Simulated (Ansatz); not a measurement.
# Mo: equal strain of all cell vectors

One table from this session's results is given with a row withheld; the runs are named, their logs left out.

Method: DFT r2SCAN, scalar-relativistic, plane waves, PAW, in Ansatz 0.2.0.

2 further runs of the same task are left out: 2 set aside as unsound or not needed.

## The starting structure

Symmetry: Im-3m, No. 229, cubic system. The conventional cell has a = 3.150 Å, b = 3.150 Å, c = 3.150 Å, α = 90.00°, β = 90.00°, γ = 90.00°. Mo (site symmetry m-3m) is surrounded by 8 Mo at 2.73 Å.

As a file:

```cif
data_structure
_symmetry_space_group_name_H-M 'P 1'
_symmetry_Int_Tables_number 1
_cell_length_a 3.1504
_cell_length_b 3.1504
_cell_length_c 3.1504
_cell_angle_alpha 90.000
_cell_angle_beta 90.000
_cell_angle_gamma 90.000
_cell_volume 31.27
loop_
_atom_site_label
_atom_site_type_symbol
_atom_site_fract_x
_atom_site_fract_y
_atom_site_fract_z
_atom_site_occupancy
Mo1 Mo 0.00000 0.00000 0.00000 1
Mo2 Mo 0.50000 0.50000 0.50000 1
```

It goes back to an entry of the Materials Project.

The unstrained cell comes from an earlier run at this level (2 atoms, E(σ→0) -9935.1921 eV, gap none (metal)).

The first run:

Contents of input.yaml:

```yaml
crystal:
  lattice:
    - [3.0874216863, 0.0, 0.0]
    - [0.0, 3.0874216863, 0.0]
    - [0.0, 0.0, 3.0874216863]
  atoms:
    - { symbol: Mo, position: [0.0, 0.0, 0.0] }
    - { symbol: Mo, position: [0.5, 0.5, 0.5] }
basis:
  ecutwfc: 500
kpoints:
  mp_grid: { grid: [16, 16, 16] }
hamiltonian:
  xc: r2scan
scf:
  occupations: { method: gaussian, width: 0.1 }
output:
  forces: true
  stress: true
  eigenvalues: true
```

On the command line:

```console
$ ansatz run input.yaml --threads 1 --pin off --max-ram 2560MiB --backend cpu --events-out ev --progress --plain --runs-dir out
```

Among the steps run: At -2.0 %; Strain +2.0 %; At -4.0 %; At +4.0 %; Strain -6.0 %; The cell strained by +6.0 %.

One table of the session follows, with a row left open; its other results are not shown here.

Lengths are those of the vectors of the cell that was run; stresses in GPa:

```
strain (%)  ΔE (meV/atom)  a (Å)  b (Å)  c (Å)
      -6.0          520.6  2.961  2.961  2.961
      -4.0          217.2  3.024  3.024  3.024
      -2.0           50.5  3.087  3.087  3.087
      +0.0            0.0  3.150  3.150  3.150
      +2.0           45.1  3.213  3.213  3.213
      +4.0              ?      ?      ?      ?
      +6.0          356.3  3.339  3.339  3.339
```

Estimate the missing values for strain (%) = +4.0.

Worked estimate for «ΔE (meV/atom)». A straight line through the neighbours (2.0, 45.1) and (6.0, 356.3) gives 45.1 + (356.3 − 45.1) × (4.0 − 2.0) / (6.0 − 2.0) = 200.7; a parabola fitted to 3 rows on both sides gives 163.9.

The run gave: ΔE (meV/atom): 168.6; a (Å): 3.276; b (Å): 3.276; c (Å): 3.276. In «ΔE (meV/atom)» the line misses by +32.1 and the parabola by -4.7.

ΔE is over the unstrained cell. Stress in GPa, positive in compression, on the Cartesian axes of the input. 
